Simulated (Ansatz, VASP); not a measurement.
**One calculation of GaS5, two programs**

```
Ga S
1.0
     5.95785    0.00000    0.00000
    -2.97893    5.15965    0.00000
     0.00000    0.00000    5.35730
Ga S
1 5
Cartesian
  0.0000 0.0000 2.6786
  -0.9966 1.7261 0.0000
  1.9824 3.4336 0.0000
  1.9931 0.0000 0.0000
  2.9789 1.7199 2.6786
  0.0000 3.4398 2.6786
```

Change from the starting cell: species swapped into the Mg5Sn type (P-62m, No. 189).

Alike in both runs: task relaxation of cell and atoms; functional PBE; k mesh 3 × 3 × 4; occupations gaussian, width 0.1 eV; no spin polarisation.

|  | VASP | Ansatz |
| --- | --- | --- |
| version | VASP 6.6.1 | Ansatz 0.2.0 |
| potentials or method | VASP PAW PBE potentials, release 64 (Ga_d, S) | scalar-relativistic, plane waves, PAW |
| plane-wave cutoff (eV) | 600 | 420 |
| valence electrons in the cell | 43 | 43 |

Ansatz gave:

- gap on the k mesh at the Fermi level, each at its own relaxed structure (eV): none
- relaxed volume (Å³/atom): 17.73
- relaxed cell length with the largest relative difference (Å): 3.406
- energy change over the relaxation (meV/atom): -951

Task: What did VASP give for the same quantities?

Result: gap on the k mesh at the Fermi level, each at its own relaxed structure (eV): none; relaxed volume (Å³/atom): 17.75; relaxed cell length with the largest relative difference (Å): 3.403; energy change over the relaxation (meV/atom): -951.

A gap of «none» marks a metal or a gap that the smearing closes.

Caveats: the k mesh is coarse (spacing up to 0.41 Å⁻¹), so the values aren't converged; the volume moved by over 15 % at a fixed basis, so the end points are rough (VASP).
